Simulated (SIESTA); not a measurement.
Crystal: Cu.

```
CELL_PARAMETERS angstrom
0.00000 1.80750 1.80750
1.80750 0.00000 1.80750
1.80750 1.80750 0.00000
ATOMIC_POSITIONS crystal
Cu 0.00000 0.00000 0.00000
```

Base run:

* Program: SIESTA 5.4.2
* Functional: revPBE
* Potentials or basis: PseudoDojo 0.4 standard (PBE files)
* Basis: DZP (energy shift 0.003 Ry; two zetas on semicore shells)
* Grid cutoff: 800 Ry
* Energy shift: 0.003 Ry
* k mesh: 13 × 13 × 13
* Occupations: fermi-dirac, width 0.05 eV
* Spin: no spin polarisation

Its results: band gap on the k mesh none (metal or under the smearing width); pressure 5.4 GPa.

After a change of settings the same cell gave: band gap on the k mesh none (metal or under the smearing width); pressure 7.5 GPa. Which change was it?
A. functional from revPBE to PBEsol; potentials or basis from PseudoDojo 0.4 standard (PBE files) to PseudoDojo 0.4 standard (PBEsol files)
B. functional from revPBE to WC; potentials or basis from PseudoDojo 0.4 standard (PBE files) to PseudoDojo 0.4 standard (PBEsol files)
C. functional from revPBE to BLYP
D. functional from revPBE to AM05; potentials or basis from PseudoDojo 0.4 standard (PBE files) to PseudoDojo 0.4 standard (PBEsol files)

C.

Caveats: short orbitals over semicore shells can move pressures by several GPa; the potentials were made for another functional, which shifts forces and pressure; the basis of atomic orbitals isn't converged, which shifts pressures, moduli and gaps.

Runs at the PBE level aren't shown here.
